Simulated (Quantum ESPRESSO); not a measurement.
Crystal: AlN.

```
Al N
1.0
     0.00000    2.18399    2.18399
     2.18399    0.00000    2.18399
     2.18399    2.18399    0.00000
Al N
1 1
Direct
  0.00000 0.00000 0.00000
  0.25000 0.25000 0.25000
```

Measurements of this composition are mostly on another form, of space group No. 186.

- Program: Quantum ESPRESSO 7.5
- Task: relaxation of cell and atoms
- Functional: PBE
- Dispersion: D3M(BJ)
- Potentials or basis: PseudoDojo 0.4.1 SR PBE standard
- Cutoff: 1143 eV
- Density cutoff: 4572 eV
- k mesh: 10 × 10 × 10
- Occupations: fermi-dirac, width 0.05 eV
- Spin: no spin polarisation

At the start: pressure -5.2 GPa; volume 10.42 Å³/atom.

Task: How do energy, volume and symmetry change on relaxing?

Result: Over 4 steps the energy falls by 4.3 meV/atom and the volume is 10.16 Å³/atom (-2.5 %); space group F-43m (No. 216, to 0.05 Å).

The path:
| step | energy change (eV) | largest force (eV/Å) | pressure (GPa) | volume (Å³) |
| --- | --- | --- | --- | --- |
| 1 | 0.0000 | 0.0000 | -5.16 | 20.83 |
| 2 | -0.0030 | 0.0000 | -4.18 | 20.73 |
| 3 | -0.0069 | 0.0000 | -2.35 | 20.54 |
| 4 | -0.0085 | 0.0000 | 0.04 | 20.31 |

Final structure:
```
Al N
1.0
     3.06252    0.00000    0.00000
     1.53126    2.65222    0.00000
     1.53126    0.88407    2.50054
Al N
1 1
Direct
  0.00000 0.00000 0.00000
  0.25000 0.25000 0.25000
```
